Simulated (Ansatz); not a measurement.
# HfO2: the cost of one run

Method: DFT PBE, scalar-relativistic, plane waves, PAW, in Ansatz 0.2.0.

**1. Starting point**

It takes space group P2_1/c (No. 14, monoclinic). Conventional cell: a = 5.118 Å, b = 5.186 Å, c = 5.284 Å, α = 90.00°, β = 99.35°, γ = 90.00°. Around Hf (site symmetry 1) lie 7 O at 2.03 to 2.25 Å. Around O (site symmetry 1) lie 4 Hf at 2.14 to 2.25 Å. O (site symmetry 1) is surrounded by 3 Hf at 2.03 to 2.12 Å.

Coordinates:

```
Hf O
1.0
     5.11800    0.00000    0.00000
     0.00000    5.18570    0.00000
    -0.85866    0.00000    5.21387
Hf O
4 8
Direct
  0.27550 0.03970 0.20800
  0.72450 0.53970 0.29200
  0.72450 0.96030 0.79200
  0.27550 0.46030 0.70800
  0.44870 0.75810 0.48010
  0.55130 0.25810 0.01990
  0.55130 0.24190 0.51990
  0.44870 0.74190 0.98010
  0.07420 0.33160 0.34670
  0.92580 0.83160 0.15330
  0.92580 0.66840 0.65330
  0.07420 0.16840 0.84670
```

The structure rests on an entry of the Crystallography Open Database; cell or positions may have been set otherwise for this series.

**2. Single point: HfO2, no spin**

Contents of input.yaml:

```yaml
crystal:
  lattice:
    - [5.118, 0.0, 0.0]
    - [0.0, 5.1857, 0.0]
    - [-0.8586630598, 0.0, 5.2138671406]
  atoms:
    - { symbol: Hf, position: [0.2755, 0.0397, 0.208] }
    - { symbol: Hf, position: [0.7245, 0.5397, 0.292] }
    - { symbol: Hf, position: [0.7245, 0.9603, 0.792] }
    - { symbol: Hf, position: [0.2755, 0.4603, 0.708] }
    - { symbol: O, position: [0.4487, 0.7581, 0.4801] }
    - { symbol: O, position: [0.5513, 0.2581, 0.0199] }
    - { symbol: O, position: [0.5513, 0.2419, 0.5199] }
    - { symbol: O, position: [0.4487, 0.7419, 0.9801] }
    - { symbol: O, position: [0.0742, 0.3316, 0.3467] }
    - { symbol: O, position: [0.9258, 0.8316, 0.1533] }
    - { symbol: O, position: [0.9258, 0.6684, 0.6533] }
    - { symbol: O, position: [0.0742, 0.1684, 0.8467] }
scf:
  occupations: { method: fixed }
output:
  eigenvalues: true
  write_density: true
  write_potential: true
  elf: true
  volumetric_format: npy
hamiltonian:
  xc: pbe
basis:
  ecutwfc: 500
kpoints:
  mp_grid: { grid: [4, 4, 4] }
  band_path:
    path:
      - [0.0, 0.0, 0.0]
      - [0.0, 0.5, 0.0]
      - [0.0, 0.5, 0.5]
      - [0.0, 0.0, 0.5]
      - [0.0, 0.0, 0.0]
      - [-0.5, 0.0, 0.5]
      - [-0.5, 0.5, 0.5]
      - [0.0, 0.5, 0.0]
      - [-0.5, 0.5, 0.0]
      - [-0.5, 0.0, 0.0]
      - [0.0, 0.0, 0.0]
    npoints: 12
```

Started as:

```console
> ansatz run input.yaml --threads 8 --pin off --max-ram 24576MiB --backend cpu --events-out ev --progress --plain --runs-dir out
```

Q: Estimate wall time and peak memory on 8 threads of Intel Xeon Platinum 8488C (Sapphire Rapids), shared host.

About 11 s, with a peak of 1.6 GiB.
